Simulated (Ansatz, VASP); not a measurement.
# One calculation of ZnO, two programs

```
CELL_PARAMETERS angstrom
3.24198 0.00000 0.00000
-1.62099 2.80764 0.00000
0.00000 0.00000 5.22764
ATOMIC_POSITIONS crystal
Zn 0.33333 0.66667 0.00145
Zn 0.66667 0.33333 0.50145
O 0.33333 0.66667 0.38065
O 0.66667 0.33333 0.88065
```

Alike in both runs: functional RPBE; k mesh 8 × 8 × 6; occupations gaussian, width 0.05 eV; no spin polarisation.

Ansatz relaxed the structure, and its values are those at the end. VASP's run is a single point on that final structure, the one shown.

|  | VASP | Ansatz |
| --- | --- | --- |
| version | VASP 6.6.1 | Ansatz 0.2.0 |
| potentials or method | VASP PAW PBE potentials, release 64 (Zn, O) | scalar-relativistic, plane waves, PAW |
| plane-wave cutoff (eV) | 520 | 420 |
| valence electrons in the cell | 36 | 36 |

|  | VASP | Ansatz | Ansatz less VASP |
| --- | --- | --- | --- |
| gap on the k mesh at the Fermi level (eV) | 0.87 | 0.90 | +0.024 |
| least direct gap on the mesh (eV) | 0.87 | 0.90 | +0.024 |
| pressure (GPa) | 10.8 | 9.5 | -1.21 |
| rms of the force components (eV/Å) | 0.003 | 0.003 | +0.0007 |

The functional is the same, so the differences come from potentials, cutoffs and numerics.

Caveats: the PAW data sets were made with another functional, which shifts forces and pressure a little (VASP). As with any semilocal functional, this RPBE gap is likely too small.
